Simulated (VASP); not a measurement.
# GaP (R-3m) in VASP: a series of runs, part 2 of 2

VASP 6.6.1. The steps go on from the part before.

### Step 3. Single point, PBEsol (strain -0.080 along x and y, +0.080 along z, atoms carried along)

INCAR reads:

```
ALGO = Fast
EDIFF = 1E-6
ENCUT = 520
GGA = PS
ISIF = 2
ISMEAR = 0
LASPH = T
LCHARG = F
LREAL = F
LWAVE = F
NBANDS = 26
NELM = 100
PREC = Accurate
SIGMA = 0.05
```

KPOINTS reads:

```
k-points
0
Gamma
  9 9 9
```

POSCAR reads:

```
GaP
1.0
    1.7875739614      1.0320563078      6.9452749083
   -1.7875739614      1.0320563078      6.9452749083
    0.0000000000     -2.0641126157      6.9452749083
Ga P
2 2
Direct
    0.4353720000      0.4353720000      0.4353720000
    0.5646280000      0.5646280000      0.5646280000
    0.0573890000      0.0573890000      0.0573890000
    0.9426110000      0.9426110000      0.9426110000
```

Potentials or basis: VASP PAW PBE potentials, release 64 (Ga_d, P).

Launch:

```
$ cat potpaw_PBE.64/Ga_d/POTCAR potpaw_PBE.64/P/POTCAR > POTCAR
$ mpirun -np 1 vasp_std > vasp.out
```

OUTCAR:

```text
EDIFF = 1E-6
   ENCUT = 520
   GGA = PS
   ISIF = 2
   ISMEAR = 0
   LASPH = T
   LREAL = F
   NELM = 100
   PREC = Accurate

 ion  position               nearest neighbor table
   1  0.435  0.435  0.435-   3 2.26   3 2.26   3 2.26   2 2.69
   2  0.565  0.565  0.565-   4 2.26   4 2.26   4 2.26   1 2.69
   3  0.057  0.057  0.057-   1 2.26   1 2.26   1 2.26   4 2.39
   4  0.943  0.943  0.943-   2 2.26   2 2.26   2 2.26   3 2.39

  LATTYP: Found a trigonal (rhomboedric) cell.
 ALAT       =     7.2455092603
 COS(alpha) =     0.8782636703

  Lattice vectors:

 A1 = (   1.7875739614,   1.0320563078,   6.9452749083)
 A2 = (  -1.7875739614,   1.0320563078,   6.9452749083)
 A3 = (   0.0000000000,  -2.0641126157,   6.9452749083)

Analysis of symmetry for initial positions (statically):
=====================================================================
 Subroutine PRICEL returns:
 Original cell was already a primitive cell.

 Routine SETGRP: Setting up the symmetry group for a
 trigonal (rhombohedral) supercell.

 Subroutine GETGRP returns: Found 12 space group operations
 (whereof 12 operations were pure point group operations)
 out of a pool of 12 trial point group operations.

The static configuration has the point symmetry D_3d.

Analysis of symmetry for dynamics (positions and initial velocities):
=====================================================================
 Subroutine PRICEL returns:
 Original cell was already a primitive cell.

 Routine SETGRP: Setting up the symmetry group for a
 trigonal (rhombohedral) supercell.

 Subroutine GETGRP returns: Found 12 space group operations
 (whereof 12 operations were pure point group operations)
 out of a pool of 12 trial point group operations.

The dynamic configuration has the point symmetry D_3d.
[... 120 lines left out ...]
   IALGO  =     68    algorithm
   IMIX   =      4    mixing-type and parameters
     AMIX     =   0.40;   BMIX     =  1.00
     AMIX_MAG =   1.60;   BMIX_MAG =  1.00
  volume/ion in A,a.u.               =      19.22       129.70
  Fermi-wavevector in a.u.,A,eV,Ry     =   1.271275  2.402362 21.988934  1.616141
  Thomas-Fermi vector in A             =   2.404217
   LORBIT       =      0    0 simple, 1 ext, 2 COOP (PROOUT), +10 PAW based schemes
   GGA     = PS    functional components
   LHFCALC =     F    Hartree Fock is set to
   AEXX    =    0.0000 exact exchange contribution
   IVDW    =     0    specifies the selected vdW correction
   LEPSILON=     F    determine dielectric tensor
   LRPA    =     F    only Hartree local field effects (RPA)
 non-spin polarized calculation
 RMM-DIIS sequential band-by-band and
 Gauss-broadening in eV      SIGMA  =   0.05
  energy-cutoff  :      520.00
  volume of cell :       76.88
 maximum number of plane-waves:      2099
 NGX is ok and might be reduce to    54
   NGX = 27   NGY = 27   NGZ = 27

 number of electron      36.0000003 magnetization

 Free energy of the ion-electron system (eV)
  ---------------------------------------------------
  ext. energy  EPLUGINS =         0.00000000
  ---------------------------------------------------
  free energy    TOTEN  =       -18.51299192 eV

  energy without entropy =      -18.51225453  energy(sigma->0) =      -18.51262322

 E-fermi :   5.5999     XC(G=0): -10.2810

 val. band max:        5.5785322772   @ k =   0.3333   0.3333   0.3333
 cond. band min:       5.6186475431   @ k =  -0.1111   0.1111   0.0000
 fundamental gap:      0.0401152659
 Fermi energy:         5.5999336651

 k-point     1 :       0.0000    0.0000    0.0000
  band No.  band energies     occupation
      1      -9.4694      2.00000
      2      -9.4104      2.00000
      3      -9.4104      2.00000
      4      -9.4065      2.00000
      5      -9.4065      2.00000
      6      -9.3000      2.00000
[... 685 lines left out ...]
     25      13.3558      0.00000
     26      14.7581      0.00000

 [... further k-points ...]

------------------------ aborting loop because EDIFF is reached ----------------------------------------

  FORCE on cell =-STRESS in cart. coord.  units (eV):
  Direction    XX          YY          ZZ          XY          YZ          ZX
  --------------------------------------------------------------------------------------
  -------------------------------------------------------------------------------------
  Total        7.5371001      7.5371001     -5.9558061      0.0000000      0.0000000      0.0000000
  in kB      157.0748889    157.0748889   -124.1203602      0.0000000      0.0000000      0.0000000
  external PRESSURE =      63.3431392 kB  Pullay stress =       0.0000000 kB

 VOLUME and BASIS-vectors are now :
 -----------------------------------------------------------------------------
  energy-cutoff  :      520.00
  volume of cell :       76.88
      direct lattice vectors                 reciprocal lattice vectors
     1.787573961  1.032056308  6.945274908     0.279708706  0.161489897  0.047994261
    -1.787573961  1.032056308  6.945274908    -0.279708706  0.161489897  0.047994261
     0.000000000 -2.064112616  6.945274908     0.000000000 -0.322979794  0.047994261

 POSITION                                       TOTAL-FORCE (eV/Angst)
 -----------------------------------------------------------------------------------
      0.00000     -0.00000      9.07133         0.000000     -0.000000      0.962233
      0.00000     -0.00000     11.76449         0.000000      0.000000     -0.962233
      0.00000     -0.00000      1.19575         0.000000      0.000000     -1.253790
      0.00000     -0.00000     19.64008         0.000000     -0.000000      1.253790
 -----------------------------------------------------------------------------------
    total drift:                                0.000000      0.000000      0.000000

  FREE ENERGIE OF THE ION-ELECTRON SYSTEM (eV)
  ---------------------------------------------------
  free  energy   TOTEN  =       -18.5129919184 eV

  energy  without entropy=      -18.5122545294  energy(sigma->0) =      -18.51262322
```

OSZICAR:

```text
N       E                     dE             d eps       ncg     rms          rms(c)
DAV:   1     0.237928350261E+03    0.23793E+03   -0.17093E+04  4500   0.209E+03
DAV:   2     0.911324274838E+01   -0.22882E+03   -0.22033E+03  4828   0.440E+02
DAV:   3    -0.180972732348E+02   -0.27211E+02   -0.26592E+02  5452   0.121E+02
DAV:   4    -0.190008354471E+02   -0.90356E+00   -0.90049E+00  5222   0.226E+01
DAV:   5    -0.190254184054E+02   -0.24583E-01   -0.24556E-01  6090   0.347E+00    0.668E+00
RMM:   6    -0.186149194931E+02    0.41050E+00   -0.45275E-01  6357   0.514E+00    0.398E+00
RMM:   7    -0.185165006868E+02    0.98419E-01   -0.45220E-01  6292   0.313E+00    0.839E-01
RMM:   8    -0.185138493261E+02    0.26514E-02   -0.49253E-02  6407   0.162E+00    0.330E-01
RMM:   9    -0.185128580012E+02    0.99132E-03   -0.87450E-03  7075   0.641E-01    0.994E-02
RMM:  10    -0.185129550496E+02   -0.97048E-04   -0.11366E-03  7287   0.227E-01    0.583E-02
RMM:  11    -0.185129897991E+02   -0.34749E-04   -0.20292E-04  7247   0.982E-02    0.315E-02
RMM:  12    -0.185129906916E+02   -0.89255E-06   -0.54591E-05  6698   0.518E-02    0.901E-03
RMM:  13    -0.185129916508E+02   -0.95924E-06   -0.13218E-05  6231   0.243E-02    0.807E-03
RMM:  14    -0.185129919184E+02   -0.26751E-06   -0.30578E-06  5017   0.150E-02
   1 F= -.18512992E+02 E0= -.18512623E+02  d E =-.737389E-03
```

Run time: 7.2 min. Hardware: 1 thread of Intel Xeon 6975P-C (Granite Rapids), shared host; peak memory 0.46 GiB.

What came out:

```
Free energy            : -18.5130 eV
Pressure               : 6.3 GPa
Largest force          : 1.254 eV/Å
Band gap on the k mesh : none (metal or under the smearing width)
```

Forces on the atoms (eV/Å):
```
Ga   0.000  0.000  0.962
Ga   0.000  0.000 -0.962
P    0.000  0.000 -1.254
P    0.000  0.000  1.254
```

Stress tensor (GPa, compression positive):
```
 15.71   0.00   0.00
  0.00  15.71   0.00
  0.00   0.00 -12.41
```

Levels at points of the mesh, in eV from the Fermi level:
```
           k point  band 14  band 15  band 16  band 17  band 18  band 19  band 20  band 21  band 22  band 23
(0.00, 0.00, 0.00)    -1.13    -1.13    -1.00    -0.51     0.08     0.08     2.58     3.72     4.34     4.34
```

Caveat: the PAW data sets were made with another functional, which shifts forces and pressure a little.

### Step 4. Single point, PBEsol (strain +0.000 along x and y, -0.080 along z, atoms carried along)

INCAR reads:

```
  PREC = Accurate
  ENCUT = 520
  EDIFF = 1E-6
  ISMEAR = 0
  SIGMA = 0.05
  LREAL = F
  LASPH = T
  NELM = 100
  ALGO = Fast
  ISIF = 2
  LWAVE = F
  LCHARG = F
  GGA = PS
  NBANDS = 26
```

KPOINTS reads:

```
Automatic mesh
0
Gamma
  9 9 9
```

POSCAR reads:

```
GaP
1.0
    1.9430151755      1.1218003346      5.9163452923
   -1.9430151755      1.1218003346      5.9163452923
    0.0000000000     -2.2436006692      5.9163452923
Ga P
2 2
Direct
    0.4353720000      0.4353720000      0.4353720000
    0.5646280000      0.5646280000      0.5646280000
    0.0573890000      0.0573890000      0.0573890000
    0.9426110000      0.9426110000      0.9426110000
```

Launch:

```
$ cat potpaw_PBE.64/Ga_d/POTCAR potpaw_PBE.64/P/POTCAR > POTCAR
$ mpirun -np 1 vasp_std > vasp.out
```

Wall time 3.6 min (1 thread of Intel Xeon 6975P-C (Granite Rapids), shared host); peak memory 0.4 GiB.

Results (log left out):

```yaml
Free_energy: -18.9641 eV
Pressure: 5.8 GPa
Largest_force: 2.225 eV/Å
Band_gap_on_the_k_mesh: 0.49 eV, direct
```

Forces on the atoms (eV/Å):
```
Ga   0.000  0.000 -0.714
Ga   0.000  0.000  0.714
P    0.000  0.000  2.225
P    0.000  0.000 -2.225
```

Stress tensor (GPa, compression positive):
```
-1.99  0.00  0.00
 0.00 -1.99  0.00
 0.00  0.00 21.39
```

Levels at points of the mesh, in eV from the valence-band top:
| k point | band 16 | band 17 | band 18 | band 19 | band 20 | band 21 |
| --- | --- | --- | --- | --- | --- | --- |
| (0.00, 0.00, 0.00) | -0.10 | 0.00 | 0.00 | 0.49 | 2.10 | 3.24 |

Caveat: the PAW data sets were made with another functional, which shifts forces and pressure a little; an odd mesh through Γ misses points on the zone boundary, where band edges often lie.

### Step 5. The runs side by side

| cell | further INCAR settings | gap on the mesh (eV) | pressure (GPa) | largest force (eV/Å) |
| --- | --- | --- | --- | --- |
| strain -0.080 along x and y, +0.000 along z, atoms carried along | ALGO = Fast; EDIFF = 1e-07; NBANDS = 26 | 0.26 | 13.6 | 1.07 |
| strain -0.080 along x and y, +0.080 along z, atoms carried along | ALGO = Fast; EDIFF = 1e-06; NBANDS = 26 | none | 6.3 | 1.25 |
| strain +0.000 along x and y, -0.080 along z, atoms carried along | ALGO = Fast; EDIFF = 1e-06; NBANDS = 26 | 0.49 | 5.8 | 2.23 |

Alike in all rows: task single point; level PBEsol; potentials or basis VASP PAW PBE potentials, release 64 (Ga_d, P); no spin polarisation; k mesh 9 × 9 × 9; cutoff (eV) 520; smearing gaussian 0.05 eV.

Caveats: the PAW data sets were made with another functional, which shifts forces and pressure a little; an odd mesh through Γ misses points on the zone boundary, where band edges often lie (some runs).

Absolute energies hang on the potentials; compare differences alone.
